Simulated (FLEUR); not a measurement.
# C (Fd-3m) in FLEUR: notebook

One crystal, C, is run at these levels: SCAN; tasks: band structure, equation of state.

Program: FLEUR MaX-R8.1 (later development tree). These are calculated values, not measurements. Logs are shortened: lines on timing, memory, paths and dates and some standing lists are left out, and cuts for length are marked.

**Experimental background.**

“Equation of state of cubic boron nitride at high pressures and temperatures”, 2007, arxiv:cond-mat/0702656 quotes, for a bulk crystal of C: bulk modulus 442 ± 5 GPa.

The runs below are set against these values where they give the same quantity.

## 1. The crystal as given

Symmetry: Fd-3m, No. 227, cubic system. The conventional cell has a = 3.567 Å, b = 3.567 Å, c = 3.567 Å, α = 90.00°, β = 90.00°, γ = 90.00°. C (site symmetry -43m) is surrounded by 4 C at 1.54 Å.

This isn't the form of C at room conditions, which is graphite.

## 2. Band structure, SCAN

inp.xml

```xml
<?xml version="1.0" encoding="UTF-8" standalone="no"?>
<fleurInput fleurInputVersion="0.39">
   <comment>
      C                                                                                                   
   </comment>
   <calculationSetup>
      <cutoffs Kmax="5.33" Gmax="16.5" GmaxXC="16.5" numbands="0"/>
      <scfLoop itmax="80" minDistance="0.0001" maxIterBroyd="30" imix="Anderson" alpha="0.05" precondParam="0.0" spinf="2.0" sdNocoIR="T"/>
      <coreElectrons ctail="F" frcor="F" kcrel="0" coretail_lmax="0"/>
      <xcFunctional name="LibXC" relativisticCorrections="F">
         <LibXCName exchange="mgga_x_scan" correlation="mgga_c_scan"/>
         <AuxGGA exchange="117" correlation="130"/>
      </xcFunctional>
      <magnetism jspins="1"/>
      <soc l_soc="F" theta="0.0" phi="0.0" spav="F"/>
      <expertModes spex="0" secvar="F"/>
      <geometryOptimization l_f="F" forcealpha="1.0" forcemix="BFGS" epsdisp="0.00001" epsforce="0.00001"/>
      <ldaU l_linMix="F" mixParam="0.05" spinf="1.0"/>
   </calculationSetup>
   <cell>
      <bzIntegration valenceElectrons="8.0" mode="hist" fermiSmearingEnergy="0.00183747">
         <kPointListSelection listName="default-1"/>
         <!-- k-points included here -->
         <xi:include xmlns:xi="http://www.w3.org/2001/XInclude" href="kpts.xml"> </xi:include>
      </bzIntegration>
      <!-- symmetry operations included here -->
      <xi:include xmlns:xi="http://www.w3.org/2001/XInclude" href="sym.xml"> </xi:include>
      <bulkLattice scale="1.0">
         <bravaisMatrix>
            <row-1>    0.0000000000000000     3.3700808788279017     3.3700808788279017</row-1>
            <row-2>    3.3700808788279017     0.0000000000000000     3.3700808788279017</row-2>
            <row-3>    3.3700808788279017     3.3700808788279017     0.0000000000000000</row-3>
         </bravaisMatrix>
      </bulkLattice>
   </cell>
   <atomSpecies>
      <species name="Carbon (C)" element="C" atomicNumber="6">
         <mtSphere radius="1.35" gridPoints="447" logIncrement="0.023"/>
         <atomicCutoffs lmax="8" lnonsphr="8"/>
         <electronConfig flipSpins="F">
            <coreConfig>(1s1/2)</coreConfig>
            <valenceConfig>(2s1/2) (2p1/2) (2p3/2)</valenceConfig>
            <stateOccupation state="(2p1/2)" spinUp="0.333333" spinDown="0.333333"/>
            <stateOccupation state="(2p3/2)" spinUp="0.666667" spinDown="0.666667"/>
         </electronConfig>
         <energyParameters s="2" p="2" d="3" f="4"/>
         <lo type="SCLO" l="0" n="2" eDeriv="2"/>
         <lo type="SCLO" l="1" n="2" eDeriv="2"/>
         <lo type="SCLO" l="2" n="3" eDeriv="2"/>
      </species>
   </atomSpecies>
   <atomGroups>
      <atomGroup species="Carbon (C)">
         <relPos label="                   1">-3.000/8.000 -3.000/8.000 -3.000/8.000</relPos>
         <relPos label="                   2">3.000/8.000 3.000/8.000 3.000/8.000</relPos>
         <force calculate="T" relaxXYZ="TTT"/>
      </atomGroup>
   </atomGroups>
   <output dos="F" band="F" slice="F">
      <checks vchk="F" cdinf="F"/>
      <bandDOS minEnergy="-.5*Htr" maxEnergy="0.5*Htr" sigma="0.015" storeEVData="T"/>
      <vacuumDOS vacdos="F" integ="F" star="F" nstars="0" locx1="0.0" locy1="0.0" locx2="0.0" locy2="0.0" nstm="0" tworkf="0.0"/>
      <unfoldingBand unfoldBand="F" supercellX="1" supercellY="1" supercellZ="1"/>
      <plotting iplot="0" polar="F">
         <plot TwoD="T" vec1="  1.0  0.0  0.0" vec2="  0.0  1.0  0.0" vec3="  0.0  0.0  1.0" zero="  0.0  0.0  0.0" file="plot"/>
      </plotting>
      <chargeDensitySlicing numkpt="0" minEigenval="0.0" maxEigenval="0.0" nnne="0" pallst="F"/>
      <specialOutput eonly="F"/>
      <moessbauerParams electricFieldGradient="T" isomerShift="T" coreHyperfine="T" valenceHyperfine="T"/>
      <magneticCircularDichroism mcd="F" energyLo="-10.0" energyUp="0.0"/>
   </output>
  <!-- We include the file relax.xml here to enable relaxations (see documentation) -->
  <xi:include xmlns:xi="http://www.w3.org/2001/XInclude" href="relax.xml"> <xi:fallback/> </xi:include>
</fleurInput>
```

crystal.txt

```
C
&input cartesian=F /
0.0000000000  1.7833700000  1.7833700000
1.7833700000  0.0000000000  1.7833700000
1.7833700000  1.7833700000  0.0000000000
1.8897261246
1.0 1.0 1.0

2
6 0.7500000000  0.7500000000  0.7500000000
6 0.5000000000  0.5000000000  0.5000000000

&kpt div1=13 div2=13 div3=13 gamma=T /
```

inp.xml (bands)

```
<?xml version="1.0" encoding="UTF-8" standalone="no"?>
<fleurInput fleurInputVersion="0.39">
   <comment>
      C                                                                                                   
   </comment>
   <calculationSetup>
      <cutoffs Kmax="5.33" Gmax="16.5" GmaxXC="16.5" numbands="0"/>
      <scfLoop itmax="80" minDistance="0.0001" maxIterBroyd="30" imix="Anderson" alpha="0.05" precondParam="0.0" spinf="2.0" sdNocoIR="T"/>
      <coreElectrons ctail="F" frcor="F" kcrel="0" coretail_lmax="0"/>
      <xcFunctional name="LibXC" relativisticCorrections="F">
         <LibXCName exchange="mgga_x_scan" correlation="mgga_c_scan"/>
         <AuxGGA exchange="117" correlation="130"/>
      </xcFunctional>
      <magnetism jspins="1"/>
      <soc l_soc="F" theta="0.0" phi="0.0" spav="F"/>
      <expertModes spex="0" secvar="F"/>
      <geometryOptimization l_f="F" forcealpha="1.0" forcemix="BFGS" epsdisp="0.00001" epsforce="0.00001"/>
      <ldaU l_linMix="F" mixParam="0.05" spinf="1.0"/>
   </calculationSetup>
   <cell>
      <bzIntegration valenceElectrons="8.0" mode="hist" fermiSmearingEnergy="0.00183747">
         <kPointListSelection listName="path-1"/>
         <!-- k-points included here -->
         <xi:include xmlns:xi="http://www.w3.org/2001/XInclude" href="kpts.xml"> </xi:include>
      </bzIntegration>
      <!-- symmetry operations included here -->
      <xi:include xmlns:xi="http://www.w3.org/2001/XInclude" href="sym.xml"> </xi:include>
      <bulkLattice scale="1.0">
         <bravaisMatrix>
            <row-1>    0.0000000000000000     3.3700808788279017     3.3700808788279017</row-1>
            <row-2>    3.3700808788279017     0.0000000000000000     3.3700808788279017</row-2>
            <row-3>    3.3700808788279017     3.3700808788279017     0.0000000000000000</row-3>
         </bravaisMatrix>
      </bulkLattice>
   </cell>
   <atomSpecies>
      <species name="Carbon (C)" element="C" atomicNumber="6">
         <mtSphere radius="1.35" gridPoints="447" logIncrement="0.023"/>
         <atomicCutoffs lmax="8" lnonsphr="8"/>
         <electronConfig flipSpins="F">
            <coreConfig>(1s1/2)</coreConfig>
            <valenceConfig>(2s1/2) (2p1/2) (2p3/2)</valenceConfig>
            <stateOccupation state="(2p1/2)" spinUp="0.333333" spinDown="0.333333"/>
            <stateOccupation state="(2p3/2)" spinUp="0.666667" spinDown="0.666667"/>
         </electronConfig>
         <energyParameters s="2" p="2" d="3" f="4"/>
         <lo type="SCLO" l="0" n="2" eDeriv="2"/>
         <lo type="SCLO" l="1" n="2" eDeriv="2"/>
         <lo type="SCLO" l="2" n="3" eDeriv="2"/>
      </species>
   </atomSpecies>
   <atomGroups>
      <atomGroup species="Carbon (C)">
         <relPos label="                   1">-3.000/8.000 -3.000/8.000 -3.000/8.000</relPos>
         <relPos label="                   2">3.000/8.000 3.000/8.000 3.000/8.000</relPos>
         <force calculate="T" relaxXYZ="TTT"/>
      </atomGroup>
   </atomGroups>
   <output dos="F" band="T" slice="F">
      <checks vchk="F" cdinf="F"/>
      <bandDOS minEnergy="-.5*Htr" maxEnergy="0.5*Htr" sigma="0.015" storeEVData="T"/>
      <vacuumDOS vacdos="F" integ="F" star="F" nstars="0" locx1="0.0" locy1="0.0" locx2="0.0" locy2="0.0" nstm="0" tworkf="0.0"/>
      <unfoldingBand unfoldBand="F" supercellX="1" supercellY="1" supercellZ="1"/>
      <plotting iplot="0" polar="F">
         <plot TwoD="T" vec1="  1.0  0.0  0.0" vec2="  0.0  1.0  0.0" vec3="  0.0  0.0  1.0" zero="  0.0  0.0  0.0" file="plot"/>
      </plotting>
      <chargeDensitySlicing numkpt="0" minEigenval="0.0" maxEigenval="0.0" nnne="0" pallst="F"/>
      <specialOutput eonly="F"/>
      <moessbauerParams electricFieldGradient="T" isomerShift="T" coreHyperfine="T" valenceHyperfine="T"/>
      <magneticCircularDichroism mcd="F" energyLo="-10.0" energyUp="0.0"/>
   </output>
  <!-- We include the file relax.xml here to enable relaxations (see documentation) -->
  <xi:include xmlns:xi="http://www.w3.org/2001/XInclude" href="relax.xml"> <xi:fallback/> </xi:include>
</fleurInput>
```

Potentials or basis: all-electron, FLAPW.

Command:

```bash
inpgen -f crystal.txt -profile fastHighL
# inp.xml edited to the form shown
fleur_MPI
fleur_MPI   # second run, on inp.xml (bands)
```

The log of the run:

```text
Welcome to FLEUR        (www.flapw.de)
      MaX-Release 8.1          (www.max-centre.eu)
 func_ids         267         263         267         263
 MetaGGA potential functional detected - V_tau will be computed
 Auxiliary Potential for radial basis: exchange=         117  correlation=         130
The functional 'SCAN exchange of Sun, Ruzsinszky, and Perdew' is an exchange functional, it belongs to the 'MGGA' family and is defined in the reference(s):
[1] J. Sun, A. Ruzsinszky, and J. P. Perdew.,  Phys. Rev. Lett. 115, 036402 (2015)
The functional 'SCAN correlation of Sun, Ruzsinszky, and Perdew' is a correlation functional, it belongs to the 'MGGA' family and is defined in the reference(s):
[1] J. Sun, A. Ruzsinszky, and J. P. Perdew.,  Phys. Rev. Lett. 115, 036402 (2015)
 Using same functional for VXC and EXC

 ========== k-point set info ==========
 Selected k-point list: default-1
 k-point list type: mesh
 13 x 13 x 13
 Number of k points: 84

 ------------Calculation Setup---------------------------
 Number of MPI-tasks      :            1
 Number of PE/node        :            1
 Number of OMP-threads    :            1
 Most efficient MPI parallelization for:
           1           2           3           4           6           7          12          14          21          28          42          84
 Additional eigenvalue parallelization possible
 Number of basis functions:          234
 Approximate size of matrices (H+S) per k-point:         0.001 GB
 --------------------------------------------------------
The functional 'Hammer, Hansen, and Norskov' is an exchange functional, it belongs to the 'GGA' family and is defined in the reference(s):
[... 6 lines left out ...]
 Reset of history
 Reset of history
 Iteration:     1   Distance:      23.24098354 me/bohr^3
The functional 'Hammer, Hansen, and Norskov' is an exchange functional, it belongs to the 'GGA' family and is defined in the reference(s):
[1] B. Hammer, L. B. Hansen, and J. K. Nørskov.,  Phys. Rev. B 59, 7413 (1999)
The functional 'Perdew, Burke & Ernzerhof' is a correlation functional, it belongs to the 'GGA' family and is defined in the reference(s):
[1] J. P. Perdew, K. Burke, and M. Ernzerhof.,  Phys. Rev. Lett. 77, 3865 (1996)
[2] J. P. Perdew, K. Burke, and M. Ernzerhof.,  Phys. Rev. Lett. 78, 1396 (1997)
 Using same functional for VXC and EXC
 Iteration:     2   Distance:      22.17903661 me/bohr^3
The functional 'Hammer, Hansen, and Norskov' is an exchange functional, it belongs to the 'GGA' family and is defined in the reference(s):
[1] B. Hammer, L. B. Hansen, and J. K. Nørskov.,  Phys. Rev. B 59, 7413 (1999)
The functional 'Perdew, Burke & Ernzerhof' is a correlation functional, it belongs to the 'GGA' family and is defined in the reference(s):
[1] J. P. Perdew, K. Burke, and M. Ernzerhof.,  Phys. Rev. Lett. 77, 3865 (1996)
[2] J. P. Perdew, K. Burke, and M. Ernzerhof.,  Phys. Rev. Lett. 78, 1396 (1997)
 Using same functional for VXC and EXC
 Iteration:     3   Distance:      20.92574535 me/bohr^3
The functional 'Hammer, Hansen, and Norskov' is an exchange functional, it belongs to the 'GGA' family and is defined in the reference(s):
[1] B. Hammer, L. B. Hansen, and J. K. Nørskov.,  Phys. Rev. B 59, 7413 (1999)
The functional 'Perdew, Burke & Ernzerhof' is a correlation functional, it belongs to the 'GGA' family and is defined in the reference(s):
[1] J. P. Perdew, K. Burke, and M. Ernzerhof.,  Phys. Rev. Lett. 77, 3865 (1996)
[2] J. P. Perdew, K. Burke, and M. Ernzerhof.,  Phys. Rev. Lett. 78, 1396 (1997)
 Using same functional for VXC and EXC
 Iteration:     4   Distance:       3.25352106 me/bohr^3
The functional 'Hammer, Hansen, and Norskov' is an exchange functional, it belongs to the 'GGA' family and is defined in the reference(s):
[1] B. Hammer, L. B. Hansen, and J. K. Nørskov.,  Phys. Rev. B 59, 7413 (1999)
The functional 'Perdew, Burke & Ernzerhof' is a correlation functional, it belongs to the 'GGA' family and is defined in the reference(s):
[1] J. P. Perdew, K. Burke, and M. Ernzerhof.,  Phys. Rev. Lett. 77, 3865 (1996)
[2] J. P. Perdew, K. Burke, and M. Ernzerhof.,  Phys. Rev. Lett. 78, 1396 (1997)
 Using same functional for VXC and EXC
 Iteration:     5   Distance:       2.58090893 me/bohr^3
The functional 'Hammer, Hansen, and Norskov' is an exchange functional, it belongs to the 'GGA' family and is defined in the reference(s):
[... 32 lines left out ...]
 Using same functional for VXC and EXC
 Iteration:    10   Distance:       0.00117462 me/bohr^3
The functional 'Hammer, Hansen, and Norskov' is an exchange functional, it belongs to the 'GGA' family and is defined in the reference(s):
[1] B. Hammer, L. B. Hansen, and J. K. Nørskov.,  Phys. Rev. B 59, 7413 (1999)
The functional 'Perdew, Burke & Ernzerhof' is a correlation functional, it belongs to the 'GGA' family and is defined in the reference(s):
[1] J. P. Perdew, K. Burke, and M. Ernzerhof.,  Phys. Rev. Lett. 77, 3865 (1996)
[2] J. P. Perdew, K. Burke, and M. Ernzerhof.,  Phys. Rev. Lett. 78, 1396 (1997)
 Using same functional for VXC and EXC
 Iteration:    11   Distance:       0.00181636 me/bohr^3
The functional 'Hammer, Hansen, and Norskov' is an exchange functional, it belongs to the 'GGA' family and is defined in the reference(s):
[1] B. Hammer, L. B. Hansen, and J. K. Nørskov.,  Phys. Rev. B 59, 7413 (1999)
The functional 'Perdew, Burke & Ernzerhof' is a correlation functional, it belongs to the 'GGA' family and is defined in the reference(s):
[1] J. P. Perdew, K. Burke, and M. Ernzerhof.,  Phys. Rev. Lett. 77, 3865 (1996)
[2] J. P. Perdew, K. Burke, and M. Ernzerhof.,  Phys. Rev. Lett. 78, 1396 (1997)
 Using same functional for VXC and EXC
 Iteration:    12   Distance:       0.00012974 me/bohr^3
The functional 'Hammer, Hansen, and Norskov' is an exchange functional, it belongs to the 'GGA' family and is defined in the reference(s):
[1] B. Hammer, L. B. Hansen, and J. K. Nørskov.,  Phys. Rev. B 59, 7413 (1999)
The functional 'Perdew, Burke & Ernzerhof' is a correlation functional, it belongs to the 'GGA' family and is defined in the reference(s):
[1] J. P. Perdew, K. Burke, and M. Ernzerhof.,  Phys. Rev. Lett. 77, 3865 (1996)
[2] J. P. Perdew, K. Burke, and M. Ernzerhof.,  Phys. Rev. Lett. 78, 1396 (1997)
 Using same functional for VXC and EXC
 Iteration:    13   Distance:       0.00009751 me/bohr^3

 ********************************************************************
 Run finished successfully
 Stop message:
   all done
 ********************************************************************
```

Wall time 20 s (1 thread of Arm Neoverse V1, shared host); peak memory 0.05 GiB.

What came out:

```yaml
Free_energy: -2075.2737 eV
Band_gap_on_the_k_mesh: 4.58 eV, indirect (least direct gap 6.14 eV)
Band_gap_along_the_path: 4.57 eV, indirect (least direct gap 6.14 eV)
Valence_electrons_inside_the_program's_atomic_spheres: C 2.09 (radii C 1.35 bohr)
```

Levels at the corners of the path, in eV from the valence-band top:
```
point  band 1  band 2  band 3  band 4  band 5  band 6  band 7
    Γ  -22.38    0.00    0.00    0.00    6.14    6.14    6.14
    X  -13.34  -13.34   -6.51   -6.51    5.22    5.22   18.06
    W  -12.56  -12.56   -8.54   -8.54   11.34   11.34   13.19
    K  -13.62  -12.26   -9.55   -5.54    6.18   11.48   15.43
    Γ  -22.38    0.00    0.00    0.00    6.14    6.14    6.14
    L  -16.46  -13.81   -2.89   -2.89    9.13    9.13    9.42
    U  -13.62  -12.26   -9.55   -5.54    6.18   11.48   15.43
    W  -12.56  -12.56   -8.54   -8.54   11.34   11.34   13.19
    L  -16.46  -13.81   -2.89   -2.89    9.13    9.13    9.42
    K  -13.62  -12.26   -9.55   -5.54    6.18   11.48   15.43
    U  -13.62  -12.26   -9.55   -5.54    6.18   11.48   15.43
    X  -13.34  -13.34   -6.51   -6.51    5.22    5.22   18.06
```

Core levels (eV from the Fermi level):
| atom | levels |
| --- | --- |
| 1 C | 1s1/2 -266.0 |
| 2 C | 1s1/2 -266.0 |

Caveat: the meta-GGA is that of a development version, with a GGA for the radial functions and cores and without core tails. SCAN opens gaps a little over a GGA but as a rule still falls short of measured ones.

[end of part 1 of 2]
